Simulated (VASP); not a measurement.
# BN in VASP: how settings move the r2SCAN single point

Aim: see what changed inputs do to the r2SCAN single point of zincblende BN, under -3.0 % biaxial strain in the (111) plane, free along [111].

The runs shown are made with VASP 6.6.1. PAW datasets, plane waves. (Simulation; spin polarisation is off.)

## (1) The structure to begin with

The cell comes from an earlier relaxation with r2SCAN in another program, then strained, with the atoms relaxed again.

It is trigonal, R3m (No. 160); conventional cell a = 2.476 Å, c = 6.282 Å, 5.56 Å³ an atom. Around B lie 4 N at 1.52–1.57 Å; around N lie 4 B at 1.52–1.57 Å.

As a file:

```xyz
2
Lattice="0.0419 1.7926 1.7926 1.7926 0.0419 1.7926 1.7926 1.7926 0.0419" Properties=species:S:1:pos:R:3 pbc="T T T"
B     0.0010    0.0010    0.0010
N     0.9058    0.9058    0.9058
```

## (2) Baseline

The input, INCAR:

```
ENCUT = 520.000000
SIGMA = 0.010000
EDIFF = 1.00e-07
ALGO = Normal
METAGGA = R2SCAN
PREC = Accurate
IBRION = -1
ISIF = 2
ISMEAR = 0
NBANDS = 11
NELM = 120
NSW = 0
LASPH = .TRUE.
LCHARG = .FALSE.
LWAVE = .FALSE.
LREAL = .FALSE.
```

The input, KPOINTS:

```
KPOINTS created by Atomic Simulation Environment
0
Gamma
12 12 12
0 0 0
```

The input, POSCAR:

```
B  N
 1.0000000000000000
     0.0418970831000000    1.7925777840999999    1.7925777840999999
     1.7925777840999999    0.0418970831000000    1.7925777840999999
     1.7925777840999999    1.7925777840999999    0.0418970831000000
 B   N
   1   1
Cartesian
  0.0009819561621056  0.0009819561621056  0.0009819561621056
  0.9057812066628944  0.9057812066628944  0.9057812066628945
```

A file KPOINTS_OPT adds named points for the levels; it doesn't enter the self-consistent loop.

Potentials: the recommended PBE PAW datasets, 8 valence electrons.

Launch:

```bash
> mpirun -np 1 vasp_std
```

## (3) Try 1

INCAR is that of step 2.

The input, KPOINTS:

```
KPOINTS created by Atomic Simulation Environment
0
Gamma
8 8 8
0 0 0
```

POSCAR is that of step 2.

## (4) Try 2

The input, INCAR:

```
ENCUT = 520.000000
EDIFF = 1.00e-07
ALGO = Normal
METAGGA = R2SCAN
PREC = Accurate
IBRION = -1
ISIF = 2
NBANDS = 11
NELM = 120
NSW = 0
LASPH = .TRUE.
LCHARG = .FALSE.
LWAVE = .FALSE.
LREAL = .FALSE.
ISMEAR = 2
SIGMA = 0.005
ISYM = -1
```

The input, KPOINTS:

```
KPOINTS created by Atomic Simulation Environment
0
Gamma
4 4 4
0 0 0
```

POSCAR is that of step 2.

**Question.** What will these runs give? Wanted: for each run, changed; ending; energy change; pressure; electronic steps; usable.

As calculated:

| run | changed | ending | energy change (meV/atom) | pressure (GPa) | gap on the mesh (eV; negative: overlap) | electronic steps | time | usable |
| --- | --- | --- | --- | --- | --- | --- | --- | --- |
| ref. | – | converged | 0 | 26.3 | 4.93 | 13 | 75 s | yes |
| 1 | mesh 8×8×8 | converged | 0.1 | 26.3 | 4.93 | 13 | 29 s | yes |
| 2 | ISMEAR = 2, SIGMA = 0.005, ISYM = -1, mesh 4×4×4 | converged | 39.1 | 27.1 | 4.90 | 13 | 28 s | no |

Of 2 altered inputs, 1 ended normally on a faulty or unsound input, 1 gave usable results. «mesh 8×8×8» moves the energy by 0.1 meV/atom.
